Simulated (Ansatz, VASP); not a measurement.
**One calculation of Cu, two programs**

```xyz
2
Lattice="1.2185 -3.9764 0.0000 1.2185 3.9764 0.0000 0.0000 0.0000 2.4755" Properties=species:S:1:pos:R:3 pbc="T T T"
Cu    1.2185   -2.9118    1.8566
Cu    1.2185    2.9118    0.6189
```

This isn't the form of Cu at room conditions, which is fcc.

Alike in both runs: functional r2SCAN; k mesh 6 × 6 × 6; occupations fermi-dirac, width 0.05 eV; no spin polarisation.

```csv
,VASP,Ansatz
version,VASP 6.6.1,Ansatz 0.2.0
potentials or method,"VASP PAW PBE potentials, release 64 (Cu)",Ansatz PAW
plane-wave cutoff (eV),520,500
valence electrons in the cell,22,38
task,single point,band structure
```

```tsv
	VASP	Ansatz	Ansatz less VASP
gap on the k mesh at the Fermi level (eV)	none	none	-
pressure (GPa)	1.0	0.2	-0.75
largest component of the traceless stress (GPa)	1.67	1.62	-0.056
rms of the force components (eV/Å)	0.014	0.007	-0.0064
```

Atom by atom the forces differ by 0.006 eV/Å (rms over components). A gap of «none» marks a metal or a gap that the smearing closes. The two sets of potentials don't hold the same shells in valence.

Caveats: the k mesh is coarse (spacing up to 0.45 Å⁻¹), so the values aren't converged; the PAW data sets were made with another functional, which shifts forces and pressure a little (VASP); the PAW data sets come from PBE, with cores solved anew for the run's functional, which leaves a small shift of forces and pressure (Ansatz).
